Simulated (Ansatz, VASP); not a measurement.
# Two plane-wave programs on SiC

```
CELL_PARAMETERS angstrom
2.98663 0.00000 0.00000
-1.49331 2.66649 0.00000
0.00000 0.00000 20.14600
ATOMIC_POSITIONS crystal
Si 0.33333 0.66667 0.25011
Si 0.66667 0.33333 0.75011
Si 0.33333 0.66667 0.62500
Si 0.66667 0.33333 0.12500
Si 0.00000 0.00000 0.00010
Si 0.00000 0.00000 0.50010
Si 0.33333 0.66667 0.87518
Si 0.66667 0.33333 0.37518
C 0.33333 0.66667 0.96891
C 0.66667 0.33333 0.46891
C 0.00000 0.00000 0.09387
C 0.00000 0.00000 0.59387
C 0.33333 0.66667 0.34412
C 0.66667 0.33333 0.84412
C 0.33333 0.66667 0.71872
C 0.66667 0.33333 0.21872
```

Change from the starting cell: x stretched by -3 %.

Alike in both runs: task electric field gradients; functional PBE; k mesh 11 × 11 × 2; occupations fermi-dirac, width 0.02 eV; no spin polarisation.

```csv
,VASP,Ansatz
version,VASP 6.6.1,Ansatz 0.2.0
potentials or method,"VASP PAW PBE potentials, release 64 (Si, C)","plane-wave PAW, scalar-relativistic"
plane-wave cutoff (eV),520,420
valence electrons in the cell,64,64
```

|  | VASP | Ansatz | Ansatz less VASP |
| --- | --- | --- | --- |
| gap on the k mesh at the Fermi level (eV) | 1.64 | 1.64 | +0.003 |
| pressure (GPa) | 10.9 | 10.9 | +0.05 |
| largest component of the traceless stress (GPa) | 10.88 | 10.81 | -0.072 |
| rms of the force components (eV/Å) | 0.188 | 0.189 | +0.0005 |
| Vzz of the field gradient on the site that differs most (V/Å²) | 8.2 | 7.8 | -0.40 |

Atom by atom the forces differ by 0.002 eV/Å (rms over components). With one functional, cell and mesh, what is left measures potentials, basis and numerics.

Caveats: an odd mesh through Γ misses points on the zone boundary, where band edges often lie.
